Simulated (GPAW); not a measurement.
PtS2:

```
Pt S
1.0
     3.54320    0.00000    0.00000
    -1.77160    3.06850    0.00000
     0.00000    0.00000    5.03880
Pt S
1 2
Direct
  0.00000 0.00000 0.00000
  0.66667 0.33333 0.77300
  0.33333 0.66667 0.22700
```

| Item | Value |
| --- | --- |
| Program | GPAW 26.7.0 |
| Task | relaxation of cell and atoms |
| Functional | PBEsol |
| Dispersion | D3(BJ)+ATM |
| Potentials or basis | PAW data sets generated in the run's folder for this functional |
| Cutoff | 600 eV |
| Basis | pw |
| k mesh | 6 × 6 × 4 |
| Occupations | fermi-dirac, width 0.05 eV |
| Spin | no spin polarisation |

At the start: pressure 3.7 GPa; volume 18.26 Å³/atom.

Question: How do energy, volume and symmetry change on relaxing?

Answer: Over 14 steps the energy falls by 50.4 meV/atom and the volume is 16.30 Å³/atom (-10.7 %); space group P-3m1 (No. 164, to 0.05 Å).

The path:
| step | energy change (eV) | largest force (eV/Å) | pressure (GPa) | volume (Å³) |
| --- | --- | --- | --- | --- |
| 1 | 0.0000 | 0.9851 | 3.69 | 54.78 |
| 2 | -0.0293 | 0.6985 | 1.50 | 55.11 |
| 3 | -0.0552 | 0.1915 | -2.07 | 55.54 |
| 4 | -0.0594 | 0.1100 | -2.43 | 55.41 |
| 5 | -0.0754 | 0.1245 | -2.71 | 54.38 |
| 6 | -0.0843 | 0.1688 | -1.75 | 53.30 |
| 7 | -0.0901 | 0.0911 | -0.21 | 52.38 |
| 8 | -0.0941 | 0.0076 | 0.83 | 51.90 |
| 9 | -0.1016 | 0.1535 | 2.13 | 51.20 |
| 10 | -0.1157 | 0.3232 | 3.54 | 50.02 |
| 11 | -0.1339 | 0.3929 | 4.12 | 48.52 |
| 12 | -0.1453 | 0.2711 | 2.28 | 48.55 |
| 13 | -0.1510 | 0.0744 | 0.22 | 49.01 |
| 14 | -0.1512 | 0.0011 | 0.01 | 48.91 |

Final structure:
```xyz
3
Lattice="3.5646 0.0000 0.0000 -1.7823 3.0870 0.0000 0.0000 0.0000 4.4448" Properties=species:S:1:pos:R:3 pbc="T T T"
Pt    0.0000    0.0000    0.0000
S     1.7823    1.0290    3.2555
S     0.0000    2.0580    1.1894
```

Caveat: later steps reuse the first step's grids; pairwise dispersion overbinds metals, which lowers pressure and volume.
